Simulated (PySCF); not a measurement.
Spectrum to structure. Computed with TDDFT B3LYP/def2-SVPD, vertical, gas phase, core orbitals frozen in the response in PySCF 2.14.0, density-fitted response routines. Geometries: GFN2-xTB, one conformer each.

```json
{"state": "S1", "E (eV)": "6.69", "f": "0.014"}
{"state": "S2", "E (eV)": "6.80", "f": "0.0004"}
{"state": "S3", "E (eV)": "7.13", "f": "0.017"}
{"state": "S4", "E (eV)": "7.24", "f": "0.068"}
{"state": "S5", "E (eV)": "7.45", "f": "0.344"}
{"state": "S6", "E (eV)": "7.65", "f": "0.026"}
{"state": "S7", "E (eV)": "7.79", "f": "0.051"}
{"state": "S8", "E (eV)": "7.84", "f": "0.039"}
```

Triplets computed (Tamm–Dancoff): 6.05, 6.37, 6.69 eV.

**Question.** Which structure fits?
A. `OC[C@H]1[SiH2]OC1=S`
B. `CCC(C)C`
C. `CC(C)(C)[SiH2][SiH3]`

**Answer.** C. Its S1 lies at 6.69 eV; the nearest of the others has S1 at 8.24 eV. S1 is HOMO→LUMO (96%). Löwdin shares by element: HOMO carbon 36% or more, silicon 33% (atoms not listed hold the other 31%); LUMO silicon 45%, hydrogen 14% or more (atoms not listed hold the other 40%). At the same level the other candidates give, for their lowest levels:
- `CCC(C)C`: 8.24 eV (f 0.008); 8.37 eV (f 0.025); 8.51 eV (f 0.002); 8.84 eV (f 0.049); 8.95 eV (f 0.032); T1 8.09 eV; HOMO -8.62, LUMO 0.52 eV
- `OC[C@H]1[SiH2]OC1=S`: 3.28 eV (f 0.000); 4.65 eV (f 0.027); 5.43 eV (f 0.016); 5.51 eV (f 0.024); 5.59 eV (f 0.069); T1 2.93 eV; HOMO -6.25, LUMO -1.59 eV

The values belong to the conformer `[CH3:1][C:2]([CH3:3])([CH3:4])[SiH2:5][SiH3:6]`: C1–C2–Si5–Si6 -57°.
